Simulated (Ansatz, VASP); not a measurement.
# SrO: VASP beside Ansatz

```
Sr O
1.0
     3.16461    0.00000    0.00000
     0.00000    3.16461    0.00000
     0.00000    0.00000    3.16461
Sr O
1 1
Cartesian
  0.0000 0.0000 0.0000
  1.5823 1.5823 1.5823
```

Alike in both runs: task single point; functional PBE; k mesh 6 × 6 × 6; no spin polarisation.

```csv
,VASP,Ansatz
version,VASP 6.6.1,Ansatz 0.2.0
potentials or method,"VASP PAW PBE potentials, release 64 (Sr_sv, O)","plane waves, PAW"
plane-wave cutoff (eV),520,420
occupations,"gaussian, width 0.01 eV",fixed
valence electrons in the cell,16,16
```

VASP gave:

| Property | Result |
| --- | --- |
| gap on the k mesh at the Fermi level (eV) | 2.75 |
| pressure (GPa) | -1.8 |

Task: What did Ansatz give for the same quantities?

Result: gap on the k mesh at the Fermi level (eV): 2.80; pressure (GPa): -2.4.

A k mesh can miss the band edges. PBE gaps usually lie below the measured ones, often by a third to a half.
